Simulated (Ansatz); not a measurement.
# Nudged elastic band run: HC₁₈N

The input (input.yaml):

```yaml
crystal:
  lattice:
    - [7.398, 0.0, 0.0]
    - [-3.699, 6.406856, 0.0]
    - [0.0, 0.0, 12.0]
  atoms:
    - { symbol: C, position: [-0.01724222, -0.01500163, 0.11179891] }
    - { symbol: C, position: [0.21954848, 0.10341191, 0.11186387] }
    - { symbol: C, position: [-0.01211756, 0.32018033, 0.08316375] }
    - { symbol: C, position: [0.21444814, 0.43346263, 0.08316896] }
    - { symbol: C, position: [-0.01228626, 0.65550146, 0.08348831] }
    - { symbol: C, position: [0.2146195, 0.76896527, 0.08351143] }
    - { symbol: C, position: [0.32600595, -0.01415841, 0.086466] }
    - { symbol: C, position: [0.54619778, 0.09910874, 0.0781066] }
    - { symbol: C, position: [0.32534056, 0.32699966, 0.0864817] }
    - { symbol: C, position: [0.54611934, 0.43435294, 0.0781334] }
    - { symbol: C, position: [0.32520889, 0.65657273, 0.07884064] }
    - { symbol: C, position: [0.54500983, 0.7663555, 0.07844352] }
    - { symbol: C, position: [0.6562014, -0.01060501, 0.07811035] }
    - { symbol: C, position: [0.87699579, 0.10282474, 0.08641806] }
    - { symbol: C, position: [0.65732624, 0.32251356, 0.07848923] }
    - { symbol: C, position: [0.87712681, 0.4325307, 0.07885636] }
    - { symbol: C, position: [0.65612026, 0.65407543, 0.07802754] }
    - { symbol: C, position: [0.87631736, 0.76098957, 0.08636875] }
    - { symbol: "N", position: [0.10107329, 0.03708828, 0.21890822] }
    - { symbol: H, position: [0.10096204, 0.16504849, 0.2521871] }
basis:
  ecutwfc: 420.0
kpoints:
  mp_grid: { grid: [2, 2, 1] }
hamiltonian:
  xc: pbe
scf:
  occupations: { method: gaussian, width: 0.05 }
  lower_state_search: "off"
neb:
  images: 5
  f_tol: 0.05
  initial_path: idpp
  max_iterations: 68
  spring: 2.0
  final_atoms:
    - { symbol: C, position: [-0.01046527, -0.01060501, 0.07811035] }
    - { symbol: C, position: [0.21032912, 0.10282474, 0.08641806] }
    - { symbol: C, position: [-0.00934043, 0.32251356, 0.07848923] }
    - { symbol: C, position: [0.21046014, 0.4325307, 0.07885636] }
    - { symbol: C, position: [-0.01054641, 0.65407543, 0.07802754] }
    - { symbol: C, position: [0.20965069, 0.76098957, 0.08636875] }
    - { symbol: C, position: [0.31609111, -0.01500163, 0.11179891] }
    - { symbol: C, position: [0.55288181, 0.10341191, 0.11186387] }
    - { symbol: C, position: [0.32121577, 0.32018033, 0.08316375] }
    - { symbol: C, position: [0.54778147, 0.43346263, 0.08316896] }
    - { symbol: C, position: [0.32104707, 0.65550146, 0.08348831] }
    - { symbol: C, position: [0.54795283, 0.76896527, 0.08351143] }
    - { symbol: C, position: [0.65933928, -0.01415841, 0.086466] }
    - { symbol: C, position: [0.87953111, 0.09910874, 0.0781066] }
    - { symbol: C, position: [0.65867389, 0.32699966, 0.0864817] }
    - { symbol: C, position: [0.87945267, 0.43435294, 0.0781334] }
    - { symbol: C, position: [0.65854222, 0.65657273, 0.07884064] }
    - { symbol: C, position: [0.87834316, 0.7663555, 0.07844352] }
    - { symbol: "N", position: [0.43440662, 0.03708828, 0.21890822] }
    - { symbol: H, position: [0.43429537, 0.16504849, 0.2521871] }
  order_check: true
```

Launched with:

```bash
$ ansatz run input.yaml --threads 1 --pin off --max-ram 3072MiB --backend cpu --events-out ev --progress --plain --runs-dir out
```

Output, in part (warnings, iteration lines):

```
NEB end point (image 0): max|allowed force component| = 1.142e-2 eV/Å (the criterion of neb.relax_end_points is 1.000e-2)
NEB end point (image 6): max|allowed force component| = 1.142e-2 eV/Å (the criterion of neb.relax_end_points is 1.000e-2)
NEB iter   1: max|band force component| = 3.057e0 eV/Å  barrier→ = 2.7015 eV  barrier← = 2.7015 eV  Δτ_max = 0.2000 Å  (64 SCF iters)
NEB iter   2: max|band force component| = 2.205e0 eV/Å  barrier→ = 1.8896 eV  barrier← = 1.8896 eV  Δτ_max = 0.2000 Å  (47 SCF iters)
NEB iter   3: max|band force component| = 2.189e0 eV/Å  barrier→ = 1.4626 eV  barrier← = 1.4626 eV  Δτ_max = 0.1056 Å  (50 SCF iters)
NEB iter   4: max|band force component| = 1.015e0 eV/Å  barrier→ = 1.3582 eV  barrier← = 1.3582 eV  Δτ_max = 0.1020 Å  (48 SCF iters)
NEB iter   5: max|band force component| = 1.250e0 eV/Å  barrier→ = 1.3391 eV  barrier← = 1.3391 eV  Δτ_max = 0.0500 Å  (51 SCF iters)
NEB iter   6: max|band force component| = 7.616e-1 eV/Å  barrier→ = 1.2918 eV  barrier← = 1.2918 eV  Δτ_max = 0.0525 Å  (43 SCF iters)
NEB iter   7: max|band force component| = 4.841e-1 eV/Å  barrier→ = 1.2795 eV  barrier← = 1.2795 eV  CI = image 2  Δτ_max = 0.0502 Å  (44 SCF iters)
NEB iter   8: max|band force component| = 2.438e-1 eV/Å  barrier→ = 1.2996 eV  barrier← = 1.2996 eV  CI = image 2  Δτ_max = 0.1016 Å  (46 SCF iters)
[... lines left out ...]
```

The forces met the threshold. The band force fell under the threshold earlier too, but the program's further tests of the path sent the band on. The profile has 2 maxima (images 1, 5) with wells between them (image 3): this band takes more than one step, which may be the mechanism or a detour left from its start path. Neighbouring images differ by up to 1.3 eV, so the band resolves the path poorly. By the program's own check the climbing image is of a kind that is not told: the force calls were inconclusive, a negative curvature could not be distinguished from the path's own, the only one lies far off the path, or fixed occupations may fill a level only in part (lowest curvatures found: -4.36 and 0.77 eV/Å²). Limits of this set-up: coarse k mesh, slab without dipole correction.

Final band (atoms are numbered from 1 in the order of the input):

```json
{"image": "0", "path coordinate (Å)": "0.00", "energy (eV)": "0.00", "C1–N19 (Å)": "1.49", "C2–N19 (Å)": "1.49", "C7–N19 (Å)": "2.46"}
{"image": "1", "path coordinate (Å)": "1.32", "energy (eV)": "1.29", "C1–N19 (Å)": "2.29", "C2–N19 (Å)": "1.49", "C7–N19 (Å)": "2.29"}
{"image": "2", "path coordinate (Å)": "1.91", "energy (eV)": "0.78", "C1–N19 (Å)": "2.38", "C2–N19 (Å)": "1.49", "C7–N19 (Å)": "1.78"}
{"image": "3", "path coordinate (Å)": "2.50", "energy (eV)": "0.07", "C1–N19 (Å)": "2.44", "C2–N19 (Å)": "1.48", "C7–N19 (Å)": "1.50"}
{"image": "4", "path coordinate (Å)": "3.10", "energy (eV)": "0.69", "C1–N19 (Å)": "2.74", "C2–N19 (Å)": "1.83", "C7–N19 (Å)": "1.47"}
{"image": "5", "path coordinate (Å)": "3.69", "energy (eV)": "0.88", "C1–N19 (Å)": "3.19", "C2–N19 (Å)": "2.33", "C7–N19 (Å)": "1.48"}
{"image": "6", "path coordinate (Å)": "4.29", "energy (eV)": "0.00", "C1–N19 (Å)": "3.56", "C2–N19 (Å)": "2.51", "C7–N19 (Å)": "1.49"}
```

The run took 30 min on 1 thread of Intel(R) Xeon(R) Platinum 8488C (Sapphire Rapids), with other jobs on the host, peak memory 1 GiB.
